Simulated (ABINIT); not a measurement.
# NbAs (I4_1md) in ABINIT: single point with PBEsol

Aim: the single point of NbAs with PBEsol.

Everything below comes from runs of ABINIT 10.8.3 (patched build). Logs are shortened: lines on timing, memory, paths and dates and some standing lists are left out, and cuts for length are marked. The log counts tension as positive stress, the text compression.

### Step 1. The undisturbed crystal

The structure is tetragonal, space group I4_1md (No. 109). Conventional cell: a = 3.452 Å, b = 3.452 Å, c = 11.680 Å, α = 90.00°, β = 90.00°, γ = 90.00°. Nb (site symmetry 2mm) has 6 As at 2.60 to 2.63 Å as nearest neighbours. Around As (site symmetry 2mm) lie 6 Nb at 2.60 to 2.63 Å.

### Step 2. Single point, PBEsol (atoms moved at random, drawn with an rms of 0.05 Å)

run.abi

```
pp_dirpath "./"
pseudos "Nb.GGA_PBE-JTH.xml, As.GGA_PBE-JTH.xml"

acell 6.3295115487 6.3295115487 6.3295115487 Angstrom
rprim
    -0.2726671698     0.2726671698     0.9226620340
     0.2726671698    -0.2726671698     0.9226620340
     0.2726671698     0.2726671698    -0.9226620340
ntypat 2
znucl 41 33
natom 4
typat 1 1 2 2
xred
     0.5064570000    -0.0011570000     0.5128730000
     0.7511050000     0.7596630000     0.0070210000
     0.8934080000     0.4210190000     0.4965690000
     0.1596040000     0.1701210000     0.0020040000
chkprim 0
chksymtnons 0
tolsym 1.0e-6

ecut 16.0
pawecutdg 32.0
pawxcdev 0

kptopt 1
ngkpt 11 11 11
nshiftk 1
shiftk 0.0 0.0 0.0

ixc -116133

nband 34
occopt 3
tsmear 0.05 eV

nstep 100
tolvrs 1.0e-9

iomode 3
prtwf 0
prtden 0
prteig 0
prtebands 0
enunit 1
```

Potentials or basis: JTH PAW PBE v2.0.

On the command line:

```
$ abinit run.abi > log 2>&1
```

run.abo:

```text
.Version 10.8.3 of ABINIT
 Symmetries : space group P1 (#  1); Bravais aP (primitive triclinic)
================================================================================
 Values of the parameters that define the memory need of the present run
     intxc =       0    ionmov =       0      iscf =      17    lmnmax =      18
     lnmax =       6     mgfft =      45  mpssoang =       3    mqgrid =    3001
     natom =       4  nloc_mem =       2    nspden =       1   nspinor =       1
    nsppol =       1      nsym =       1    n1xccc =       1    ntypat =       2
    occopt =       3   xclevel =       2
       mpw =        1460          nfft =       91125          nkpt =         666
 PAW method is used; the additional fine FFT grid is defined by:
   mgfftf=        64    nfftf =    262144
================================================================================
================================================================================

--------------------------------------------------------------------------------
------------- Echo of variables that govern the present computation ------------
--------------------------------------------------------------------------------
 -outvars: echo values of preprocessed input variables --------
            acell      1.1961043338E+01  1.1961043338E+01  1.1961043338E+01 Bohr
              amu      9.29063800E+01  7.49215900E+01
          chkprim           0
      chksymtnons           0
             ecut      1.60000000E+01 Hartree
           enunit           1
                       outvar_i_n : Printing only first  50 k-points.
              ixc     -116133
                       outvar_i_n : Printing only first  50 k-points.
         kptrlatt       11    0    0      0   11    0      0    0   11
          kptrlen      7.17504444E+01
            natom           4
            nband          34
            ngfft          45      45      45
          ngfftdg          64      64      64
             nkpt         666
            nstep         100
             nsym           1
           ntypat           2
                       prtocc : prtvol=0, do not print more k-points.
           occopt           3
        pawecutdg      3.20000000E+01 Hartree
         pawxcdev           0
           prtden           0
        prtebands           0
           prteig           0
            prtwf           0
            rprim     -2.7266716980E-01  2.7266716980E-01  9.2266203400E-01
                       2.7266716980E-01 -2.7266716980E-01  9.2266203400E-01
                       2.7266716980E-01  2.7266716980E-01 -9.2266203400E-01
          spgroup           1
           tolsym      1.00000000E-06
           tolvrs      1.00000000E-09
           tsmear      1.83746611E-03 Hartree
            typat      1  1  2  2
           useylm           1
                       outvars : Printing only first  50 k-points.
           xangst      9.0762451511E-03  1.7612074892E+00 -4.4226319998E-02
                       2.6887017153E-02 -2.6526314503E-03  8.7818824796E+00
                       4.1731053005E-02  1.6722761645E+00  4.7762907198E+00
                       2.1609367853E-02 -1.4692161052E-02  1.9138906399E+00
            xcart      1.7151617587E-02  3.3281998054E+00 -8.3575632353E-02
                       5.0809098762E-02 -5.0127469541E-03  1.6595352756E+01
                       7.8860261125E-02  3.1601439578E+00  9.0258813581E+00
                       4.0835786995E-02 -2.7764160585E-02  3.6167291444E+00
             xred      5.0645700000E-01 -1.1570000000E-03  5.1287300000E-01
                       7.5110500000E-01  7.5966300000E-01  7.0210000000E-03
                       8.9340800000E-01  4.2101900000E-01  4.9656900000E-01
                       1.5960400000E-01  1.7012100000E-01  2.0040000000E-03
            znucl       41.00000   33.00000

================================================================================

 chkinp: Checking input parameters for consistency.

================================================================================
== DATASET  1 ==================================================================

--- !DatasetInfo
iteration_state: {dtset: 1, }
dimensions: {natom: 4, nkpt: 666, mband: 34, nsppol: 1, nspinor: 1, nspden: 1, mpw: 1460, }
cutoff_energies: {ecut:  16.0, pawecutdg:  32.0, }
electrons: {nelect:   5.60000000E+01, charge:   0.00000000E+00, occopt:   3.00000000E+00, tsmear:   1.83746611E-03, }
meta: {optdriver: 0, ionmov: 0, optcell: 0, iscf: 17, paral_kgb: 0, }
...

 Real(R)+Recip(G) space primitive vectors, cartesian coordinates (Bohr,Bohr^-1):
 R(1)= -3.2613838  3.2613838 11.0360006  G(1)=  0.0000000  0.1533092  0.0453063
[... 87 lines left out ...]
- [  7.5110E-01,   7.5966E-01,   7.0210E-03, Nb]
- [  8.9341E-01,   4.2102E-01,   4.9657E-01, As]
- [  1.5960E-01,   1.7012E-01,   2.0040E-03, As]
cartesian_forces: # hartree/bohr
- [  5.51520072E-03,  -1.80373763E-02,  -2.06624264E-03, ]
- [  2.88969462E-04,  -1.52791840E-04,  -2.87721737E-02, ]
- [ -6.78972344E-03,   1.24119533E-02,   2.56831722E-02, ]
- [  9.85553261E-04,   5.77821489E-03,   5.15524416E-03, ]
force_length_stats: {min:   7.80612739E-03, max:   2.93220440E-02, mean:   2.12191892E-02, }
...

 Integrated electronic density in atomic spheres:
 ------------------------------------------------
 Atom  Sphere_radius  Integrated_density
    1        2.22094         10.12933494
    2        2.22094         10.15804409
    3        2.10392         12.81647685
    4        2.10392         12.77738326

================================================================================

 ----iterations are completed or convergence reached----

 Mean square residual over all n,k,spin=   11.086E-08; max=  20.845E-05
 reduced coordinates (array xred) for    4 atoms
       0.506457000000     -0.001157000000      0.512873000000
       0.751105000000      0.759663000000      0.007021000000
       0.893408000000      0.421019000000      0.496569000000
       0.159604000000      0.170121000000      0.002004000000
 rms dE/dt=  2.1658E-01; max dE/dt=  3.1888E-01; dE/dt below (all hartree)
    1       0.099526844960     -0.054120389619      0.018138225052
    2       0.318880274640      0.315979521768     -0.317872194063
    3      -0.346153745028     -0.220924915484      0.265204912393
    4      -0.072614190708     -0.041372018953      0.034935692373

 cartesian coordinates (angstrom) at end:
    1      0.00907624515105     1.76120748915455    -0.04422631999811
    2      0.02688701715312    -0.00265263145031     8.78188247962411
    3      0.04173105300485     1.67227616449422     4.77629071979556
    4      0.02160936785251    -0.01469216105171     1.91389063991808

 cartesian forces (hartree/bohr) at end:
    1      0.00551520071787    -0.01803737632053    -0.00206624264095
    2      0.00028896946163    -0.00015279183976    -0.02877217370135
    3     -0.00678972344035     0.01241195327528     0.02568317218101
    4      0.00098555326085     0.00577821488502     0.00515524416129
 frms,max,avg= 1.3256120E-02 2.8772174E-02   1.195E-06 -1.756E-06  9.046E-06 h/b

 cartesian forces (eV/Angstrom) at end:
    1      0.28360302365224    -0.92751918287941    -0.10625046857732
    2      0.01485940716483    -0.00785687229954    -1.47952465851458
    3     -0.34914161713223     0.63824829926707     1.32068181379341
    4      0.05067918631516     0.29712775591189     0.26509331329849
 frms,max,avg= 6.8165707E-01 1.4795247E+00   6.143E-05 -9.030E-05  4.651E-04 e/A
 length scales= 11.961043337813 11.961043337813 11.961043337813 bohr
              =  6.329511548700  6.329511548700  6.329511548700 angstroms
 Fermi (or HOMO) energy (eV) =  11.51231   Average Vxc (eV)= -11.81118
 Eigenvalues (   eV  ) for nkpt= 666  k points:
 kpt#   1, nband= 34, wtk=  0.00075, kpt=  0.0000  0.0000  0.0000 (reduced coord)
 -43.54726  -43.48955  -23.94685  -23.92387  -23.92119  -23.91654  -23.90990  -23.89796
 -23.88121  -23.87496  -23.87208  -23.87158  -19.79121  -19.68102  -19.65141  -19.52195
 -19.47097  -19.46460   -1.74410    0.59578    5.20431    8.64912    8.99170    9.31061
   9.47218    9.77294   10.13434   10.18583   12.26533   12.84581   13.79978   14.51743
  14.56569   15.04764
 prteigrs : prtvol=0 or 1, do not print more k-points.

--- !EnergyTerms
iteration_state     : {dtset: 1, }
comment             : Components of total free energy in Hartree
kinetic             :  3.42427610871444E+01
hartree             :  7.80805758790001E+01
xc                  : -1.74655331497366E+01
Ewald energy        : -2.27603238509439E+02
psp_core            :  9.32522986451882E+00
local_psp           : -2.44783450817926E+02
PAW spherical_terms :  2.53573261941350E+01
internal            : -3.42846329452304E+02
'-kT*entropy'       : -2.23365186603578E-04
total_energy        : -3.42846552817490E+02
total_energy_eV     : -9.32932997181986E+03
...

--- !EnergyTermsDC
iteration_state     : {dtset: 1, }
comment             : '"Double-counting" decomposition of free energy'
band_energy         : -2.75916731652464E+01
Ewald energy        : -2.27603238509439E+02
psp_core            :  9.32522986451882E+00
xc_dc               : -7.43911877001049E+01
PAW spherical_terms : -2.25854632803020E+01
internal            : -3.42846332790573E+02
'-kT*entropy'       : -2.23365186603578E-04
total_energy_dc     : -3.42846556155760E+02
total_energy_dc_eV  : -9.32933006265880E+03
...

--- !EnergyTermsWithPAWCore
iteration_state     : {dtset: 1, }
comment             : 'Components of total free energy, including PAW core contributions'
Total energy        : -1.21547002860118E+04
Total energy DC     : -1.21547002893500E+04
Total energy (eV)   : -3.30746244186802E+05
Total energy DC (eV): -3.30746244277641E+05
...

 Cartesian components of stress tensor (hartree/bohr^3)
  sigma(1 1)=  3.26962217E-05  sigma(3 2)=  1.75314182E-05
  sigma(2 2)=  1.44033001E-04  sigma(3 1)= -7.10746066E-06
  sigma(3 3)= -7.59283604E-06  sigma(2 1)=  8.30698268E-06

-Cartesian components of stress tensor (GPa)         [Pressure= -1.6587E+00 GPa]
- sigma(1 1)=  9.61956053E-01  sigma(3 2)=  5.15792131E-01
- sigma(2 2)=  4.23759720E+00  sigma(3 1)= -2.09108712E-01
- sigma(3 3)= -2.23388949E-01  sigma(2 1)=  2.44399868E-01

== END DATASET(S) ==============================================================
================================================================================

 -outvars: echo values of variables after computation  --------
            acell      1.1961043338E+01  1.1961043338E+01  1.1961043338E+01 Bohr
           etotal     -3.4284655616E+02
            fcart      5.5152007179E-03 -1.8037376321E-02 -2.0662426409E-03
                       2.8896946163E-04 -1.5279183976E-04 -2.8772173701E-02
                      -6.7897234404E-03  1.2411953275E-02  2.5683172181E-02
                       9.8555326085E-04  5.7782148850E-03  5.1552441613E-03
            rprim     -2.7266716980E-01  2.7266716980E-01  9.2266203400E-01
                       2.7266716980E-01 -2.7266716980E-01  9.2266203400E-01
                       2.7266716980E-01  2.7266716980E-01 -9.2266203400E-01
           strten      3.2696221685E-05  1.4403300137E-04 -7.5928360426E-06
                       1.7531418180E-05 -7.1074606624E-06  8.3069826837E-06
           xangst      9.0762451511E-03  1.7612074892E+00 -4.4226319998E-02
                       2.6887017153E-02 -2.6526314503E-03  8.7818824796E+00
                       4.1731053005E-02  1.6722761645E+00  4.7762907198E+00
                       2.1609367853E-02 -1.4692161052E-02  1.9138906399E+00
             xred      5.0645700000E-01 -1.1570000000E-03  5.1287300000E-01
                       7.5110500000E-01  7.5966300000E-01  7.0210000000E-03
                       8.9340800000E-01  4.2101900000E-01  4.9656900000E-01
                       1.5960400000E-01  1.7012100000E-01  2.0040000000E-03
 Calculation completed.
```

It took 43 min on 1 thread of Arm Neoverse V2, shared host; peak memory 0.96 GiB.

Results:

- Free energy: -9329.3301 eV
- Pressure: -1.7 GPa
- Largest force: 1.508 eV/Å
- Band gap on the k mesh: none (metal or under the smearing width)
- Valence electrons inside the program's atomic spheres: Nb 10.13, 10.16; As 12.82, 12.78

Forces in eV/Å, atoms in the order of the input:
```
Nb   0.284 -0.928 -0.106
Nb   0.015 -0.008 -1.480
As  -0.349  0.638  1.321
As   0.051  0.297  0.265
```

Stress tensor (GPa, compression positive):
```
-0.96 -0.24  0.21
-0.24 -4.24 -0.52
 0.21 -0.52  0.22
```

Levels at points of the mesh, in eV from the Fermi level:
| k point | band 26 | band 27 | band 28 | band 29 | band 30 | band 31 |
| --- | --- | --- | --- | --- | --- | --- |
| (0.00, 0.00, 0.00) | -1.74 | -1.38 | -1.33 | 0.75 | 1.33 | 2.29 |

Caveat: the PAW data sets were made with another functional, which shifts forces and pressure a little.
